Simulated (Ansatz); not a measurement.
What is wrong with this input? (Co$_{3}$Sn$_{2}$)

Someone meant to compute Co$_{3}$Sn$_{2}$ with PBEsol, plane waves and PAW in Ansatz and wrote this input.

```yaml
crystal:
  lattice:
    - [4.2229921449, 0.0, 0.0]
    - [-2.1114960725, 3.6572184775, 0.0]
    - [0.0, 0.0, 5.066854]
  atoms:
    - { symbol: Co, position: [0.0, 0.0, 0.746357], spin: 1.25 }
    - { symbol: Co, position: [0.0, 0.0, 0.253643], spin: 1.25 }
    - { symbol: Co, position: [0.6666666667, 0.3333333333, 0.0], spin: 0.55 }
    - { symbol: Sn, position: [0.6666666667, 0.3333333333, 0.5] }
    - { symbol: Sn, position: [0.3333333333, 0.6666666667, 0.0] }
basis:
  ecutwfc: 420
kpoints:
  mp_grid: { grid: [12, 12, 8] }
hamiltonian:
  xc: pbesol
scf:
  occupations: { method: gaussian, width: 0.1 }
  max_iter: 2
  convergence: { accept_max_iter: true }
  initial_density: { chi_scale: 0, normalization: atom }
output:
  forces: true
  stress: true
  eigenvalues: true
  populations: true
magnetization:
  spin_polarized: true
```

Command:

```bash
ansatz run input.yaml --threads 1 --pin off --max-ram 2560MiB --backend cpu --events-out ev --progress --plain --runs-dir out
```

Output, shortened (HF is the Harris–Foulkes energy, dr2 the density residual in eV):

```text
Pseudopotential: Co, paw, valence charge 17, recommended cutoff 420 eV (normal)
Pseudopotential: Sn, paw, valence charge 14, recommended cutoff 420 eV (normal)
Crystal: 5 atoms, lattice volume = 78.255 Å³
Basis set: ecut = 420 eV, 1499 PW (Γ), exchange–correlation on 60×60×72 points (8 copies of the dense FFT grid, shifted against one another)
Bands: 50, of which v1, the nominal top of the filled ones, is band 40 counted from 1 (39 counted from 0)
Symmetry: 12 space group operations
Space group: P-6m2 (ITA 187), of the structure as read, at distance tolerance 4.3e-5 Å
k-points: 95 of 1152 (time reversal used)
PAW frozen core: Co, regenerated for the run's functional, and the local potential with it (the file was generated under x = pbe(κ = 0.804, μ = 0.2195), c = pbe(β = 0.0667))
PAW frozen core: Sn, regenerated for the run's functional, and the local potential with it (the file was generated under x = pbe(κ = 0.804, μ = 0.2195), c = pbe(β = 0.0667))
Initial density: superposition of atomic densities
Starting moments: Σ|m| = 3.05 μB on 3 of 5 sites
SCF iter   1: HF=-27174.920076 eV  Δρ=5.15e-2 (↑2.65e-2 ↓5.15e-2) dr2=1.97e0  dr2_m=8.14e-1  M=3.558 μB ∫|m|=3.908 μB
spin=Collinear: Kerker preconditioning applied to the charge; magnetization (m = ρ↑ − ρ↓) channel mixes plain (no charge-response kernel on spin).
SCF iter   2: F=-27161.276817 eV  HF=-27181.152547 eV  Δρ=1.08e-1 (↑5.69e-2 ↓1.08e-1) dr2=2.19e1  dr2_m=5.70e-1  M=1.992 μB ∫|m|=2.348 μB
stopped at the declared iteration budget: scf.max_iter = 2 spent with dr2 = 2.2e1 eV against the standard gate 1.0e-7 eV (scf.convergence.accept_max_iter; the run is reported unconverged — every observable carries the unconverged density's error)
SCF 1 stopped at its iteration budget after 2 iterations (unconverged): F = -27161.276817 eV  dr2 = 2.19e1
SCF stopped at the declared iteration budget after 2 iterations (unconverged)
Magnetization: 1.9915 μB (40.4958 up, 38.5042 down)
Absolute magnetization: 2.3481 μB (∫|ρ↑−ρ↓|, with the PAW one-centre terms)
Per-site moments (μB) at R_I (Å): [(0.9576, 1.0298), (0.9576, 1.0298), (0.2323, 1.0057), (-0.0212, 1.0450386375), (-0.0168, 1.0057)]
Free energy (F): -27161.276817 eV
E sigma→0 (E₀):  -27161.265319 eV
Entropy (-TS):   -0.022998 eV (-4.600 meV/atom)
Fermi energy:    13.923310 eV
--- Forces (eV/Å), atoms counted from 1 ---
  atom   1  Co     0.00000000    -0.00000000     0.86954163
  atom   2  Co     0.00000000     0.00000000    -0.86954163
  atom   3  Co    -0.00000000    -0.00000000     0.00000000
  atom   4  Sn     0.00000000     0.00000000    -0.00000000
  atom   5  Sn    -0.00000000    -0.00000000     0.00000000
--- Stress (GPa, compression-positive) ---
       16.360273       0.000000       0.000000
       -0.000000      16.360273      -0.000000
        0.000000      -0.000000       6.984329
  P = ⅓ Tr σ = 13.2350 GPa (132.350 kbar)
```

**Question.** What is the cause?
A. A Hubbard U on a shell that the atom lacks
B. A smearing that washes the moments out
C. An atom left out of the cell, with fixed occupations
D. An unconverged density accepted at the iteration limit
E. Plain mixing at a large step in a long cell

**Answer.** D. The numbers come from a density that isn't self-consistent. The cure is a higher limit and no acceptance.

Fix (which also takes the starting density and starting moments of the reference run):

```diff
 crystal:
   atoms:
-    - { symbol: Co, position: [0.0, 0.0, 0.746357], spin: 1.25 }
-    - { symbol: Co, position: [0.0, 0.0, 0.253643], spin: 1.25 }
-    - { symbol: Co, position: [0.6666666667, 0.3333333333, 0.0], spin: 0.55 }
+    - { symbol: Co, position: [0.0, 0.0, 0.746357], spin: 1.28 }
+    - { symbol: Co, position: [0.0, 0.0, 0.253643], spin: 1.28 }
+    - { symbol: Co, position: [0.66666667, 0.33333333, 0.0], spin: 0.61 }
 scf:
-  max_iter: 2
-  convergence: { accept_max_iter: true }
-  initial_density: { chi_scale: 0, normalization: atom }
```

The mended run converges, with a pressure of -5.88 GPa, a largest force of 0.002 eV/Å, no gap, site moments (μB) Co +1.14 (×2), Co +0.50.

Time of the mended run: 2.3 min on 1 thread of Intel(R) Xeon(R) Platinum 8259CL CPU @ 2.50GHz (Skylake/Cascade Lake), on a shared host, peak memory 0.78 GiB.